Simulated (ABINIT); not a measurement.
A run of ABINIT 10.8.3 (patched build) is set up as follows.

run.abi

```
ndtset 7
getwfk -1
scalecart1 3*0.9795861087
scalecart2 3*0.9864848297
scalecart3 3*0.9932883884
scalecart4 3*1.0000000000
scalecart5 3*1.0066227096
scalecart6 3*1.0131594038
scalecart7 3*1.0196128224

pp_dirpath "./"
pseudos "Pb.LDA_PW-JTH.xml, Te.LDA_PW-JTH.xml"

acell 4.56932402 4.56932402 4.56932402 Angstrom
rprim
     0.0000000000     0.7071067812     0.7071067812
     0.7071067812     0.0000000000     0.7071067812
     0.7071067812     0.7071067812     0.0000000000
ntypat 2
znucl 82 52
natom 2
typat 1 2
xred
     0.0000000000     0.0000000000     0.0000000000
     0.5000000000     0.5000000000     0.5000000000

ecut 326.536635 eV
pawecutdg 24.0

kptopt 1
ngkpt 7 7 7
nshiftk 1
shiftk 0.0 0.0 0.0

ixc 7

nband 14
occopt 3
tsmear 0.05 eV

nstep 100
tolvrs 1.0e-9

iomode 3
prtwf 1
prtden 0
prteig 0
prtebands 0
enunit 2
```

Potentials or basis: JTH PAW LDA v2.0.

Command:

```sh
$ abinit run.abi > log 2>&1
```

Task: Predict the bulk modulus.

Result: 46 GPa (rough).

Task: Predict the equilibrium volume.

Result: 32.45 Å³/atom (rough: see the caveat).

Energy against volume, from the lowest point:
```csv
volume (Å³/atom),energy (meV/atom)
31.706,2.52
32.380,0.00
33.055,1.62
33.730,6.94
34.404,15.50
35.079,27.88
35.753,42.75
```

Caveat: the cutoff is too short for stress, so the log's stress isn't used; pressures at fixed basis lie under the slope of the energies; the fit is doubtful: noisy points or a state that changes with volume; this odd mesh misses L, where the gap lies, so gap, dielectric constants and Born charges aren't listed. Spin-orbit coupling is left out, which matters for the levels of Pb, Te.
